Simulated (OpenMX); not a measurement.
Runs of OpenMX 3.8.5 on ZrC. The structure is cubic, space group Fm-3m (No. 225). The conventional cell has a = 4.730 Å, b = 4.730 Å, c = 4.730 Å, α = 90.00°, β = 90.00°, γ = 90.00°. Zr (site symmetry m-3m) is surrounded by 6 C at 2.37 Å. C (site symmetry m-3m) is surrounded by 6 Zr at 2.37 Å. 

```tsv
task	potentials or basis	max SCF cycles	grid points, held for all volumes	gap on the mesh (eV)	pressure (GPa)	V0 of scaled cells (Å³/atom)	B0 (GPa)
single point	OpenMX 2013 PBE set, Zr7.0-s3p2d2, C6.0-s2p2d1, grid cutoff 400 Ry	100	-	none	(a)	-	-
equation of state	OpenMX 2013 PBE set, Zr7.0-s3p2d2, C6.0-s2p2d1, fixed grid of 32 × 32 × 32 points	-	32 × 32 × 32	-	-	13.12	221
equation of state	OpenMX 2013 PBE set, Zr7.0-s3p2d2, C6.0-s2p2d1, fixed grid of 30 × 30 × 30 points	-	30 × 30 × 30	-	-	13.13	221
single point	OpenMX 2013 PBE set, Zr7.0-s3p2d2, C6.0-s2p2d1, grid cutoff 350 Ry	100	-	none	-1.6	-	-
```

Alike in all rows: level PBE; no spin polarisation; cell as given; k mesh 11 × 11 × 11; smearing fermi-dirac 0.05 eV.

Question: Estimate the missing entries.

Answer: (a) -1.7.

Caveats: the basis of atomic orbitals isn't converged, which shifts pressures, moduli and gaps; volumes in these bases differ from converged ones by about 1 %, for some elements by several (some runs).

A k mesh can miss the band edges, and the runs leave out spin-orbit coupling on Zr.

A gap of «none» marks a metal or a gap under the smearing width.

Not every run made on this cell is shown here.
